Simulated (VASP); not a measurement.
Input of a VASP 6.6.1 run:

INCAR

```
  PREC = Accurate
  ENCUT = 600
  EDIFF = 1E-8
  ISMEAR = 0
  SIGMA = 0.02
  LREAL = False
  LASPH = True
  NELM = 60
  ALGO = Normal
  ISIF = 2
  LWAVE = False
  LCHARG = False
  GGA = CA
  LEPSILON = True
  IBRION = 8
  NSW = 1
```

KPOINTS

```
regular mesh
0
Gamma
  4 4 2
```

Contents of POSCAR:

```
HfO2
1.0
    3.5236400000      0.0000000000      0.0000000000
    0.0000000000      3.5236400000      0.0000000000
    0.0000000000      0.0000000000      5.0713300000
Hf O
2 4
Direct
    0.5000000000      0.5000000000      0.5000000000
    0.0000000000      0.0000000000      0.0000000000
    0.0000000000      0.5000000000      0.7059300000
    0.5000000000      0.0000000000      0.7940700000
    0.5000000000      0.0000000000      0.2940700000
    0.0000000000      0.5000000000      0.2059300000
```

Potentials or basis: VASP PAW LDA potentials, release 64 (Hf_pv, O).

Launch:

```console
$ cat potpaw_LDA.64/Hf_pv/POTCAR potpaw_LDA.64/O/POTCAR > POTCAR
$ mpirun -np 1 vasp_std > vasp.out
```

(1) Estimate the electronic dielectric tensor (diagonal).

(2) Predict the Born charges (mean of the diagonal).

(3) Predict the band gap on the k mesh.

(4) Estimate the highest phonon frequency at Γ, LO-TO splitting left out.

Results:

(1) 5.32, 5.32, 5.18.

(2) Hf +5.40; O -2.70 e.

(3) 4.51 eV, indirect (least direct gap 4.64 eV).

(4) 686 cm⁻¹.

Caveat: the k mesh is coarse (spacing up to 0.62 Å⁻¹), so the values aren't converged; spin-orbit coupling is left out, which moves the levels of the heavy elements.
